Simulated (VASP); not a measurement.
## Bi: density of states with PBE+D4

Bi:

```
CELL_PARAMETERS angstrom
-1.98143 1.98143 1.98143
1.98143 -1.98143 1.98143
1.98143 1.98143 -1.98143
ATOMIC_POSITIONS crystal
Bi 0.00000 0.00000 0.00000
```

This isn't the form of Bi at room conditions, which is rhombohedral.

```yaml
Program: VASP 6.6.1
Task: density of states
Functional: PBE
Dispersion: D4
Potentials_or_basis: VASP PAW PBE potentials, release 64 (Bi_d)
Cutoff: 520 eV
k_mesh: 9 × 9 × 9
Occupations: methfessel-paxton, width 0.05 eV
Spin: no spin polarisation
Dipole_correction: no
k_mesh_for_the_DOS: 14 × 14 × 14
Occupations_for_the_DOS: tetrahedron
Further_INCAR_settings: ALGO = Normal; EDIFF = 1e-06
```

```
Valence electrons inside the program's atomic spheres : Bi 12.73
Dispersion energy per atom                            : -0.547 eV
```

Levels at points of the mesh, in eV from the Fermi level:
```
           k point  band 5  band 6  band 7  band 8  band 9  band 10
(0.00, 0.00, 0.00)  -22.91  -13.52    5.12    5.12    5.12     9.13
(0.50, 0.00, 0.00)  -22.83  -10.47   -5.08    1.57    3.46     5.96
(0.50, 0.50, 0.50)  -22.85   -8.37   -1.81   -1.81   -1.81     3.53
```

States per cell in windows of 0.5 eV (zero at the Fermi level; states under -8 eV left out):
| from (eV) | total | Bi1_p | Bi1_d | Bi1_s |
| --- | --- | --- | --- | --- |
| -8.0 | 0.00 | 0.00 | 0.00 | 0.00 |
| -7.5 | 0.00 | 0.00 | 0.00 | 0.00 |
| -7.0 | 0.00 | 0.00 | 0.00 | 0.00 |
| -6.5 | 0.00 | 0.00 | 0.00 | 0.00 |
| -6.0 | 0.00 | 0.00 | 0.00 | 0.00 |
| -5.5 | 0.00 | 0.00 | 0.00 | 0.00 |
| -5.0 | 0.12 | 0.05 | 0.00 | 0.00 |
| -4.5 | 0.29 | 0.11 | 0.00 | 0.01 |
| -4.0 | 0.47 | 0.18 | 0.00 | 0.02 |
| -3.5 | 0.32 | 0.13 | 0.00 | 0.02 |
| -3.0 | 0.25 | 0.10 | 0.00 | 0.02 |
| -2.5 | 0.27 | 0.11 | 0.00 | 0.01 |
| -2.0 | 0.30 | 0.13 | 0.01 | 0.01 |
| -1.5 | 0.32 | 0.14 | 0.01 | 0.01 |
| -1.0 | 0.35 | 0.16 | 0.01 | 0.01 |
| -0.5 | 0.33 | 0.15 | 0.01 | 0.01 |
| 0.0 | 0.33 | 0.16 | 0.01 | 0.01 |
| 0.5 | 0.34 | 0.17 | 0.01 | 0.01 |
| 1.0 | 0.36 | 0.18 | 0.01 | 0.01 |
| 1.5 | 0.33 | 0.17 | 0.01 | 0.01 |
| 2.0 | 0.40 | 0.21 | 0.01 | 0.01 |
| 2.5 | 0.54 | 0.29 | 0.01 | 0.01 |
| 3.0 | 0.37 | 0.21 | 0.01 | 0.00 |
| 3.5 | 0.19 | 0.10 | 0.01 | 0.00 |
| 4.0 | 0.15 | 0.07 | 0.01 | 0.00 |
| 4.5 | 0.11 | 0.03 | 0.01 | 0.00 |
| 5.0 | 0.09 | 0.01 | 0.01 | 0.00 |
| 5.5 | 0.11 | 0.01 | 0.02 | 0.00 |
| 6.0 | 0.15 | 0.01 | 0.02 | 0.00 |
| 6.5 | 0.29 | 0.02 | 0.04 | 0.01 |
| 7.0 | 0.52 | 0.04 | 0.08 | 0.02 |
| 7.5 | 0.34 | 0.03 | 0.05 | 0.02 |

It took 21 s on 1 thread of Intel(R) Xeon(R) Platinum 8488C (Sapphire Rapids) (shared host), peak memory 0.17 GiB.

Caveat: spin-orbit coupling is left out, which moves the levels of the heavy elements.
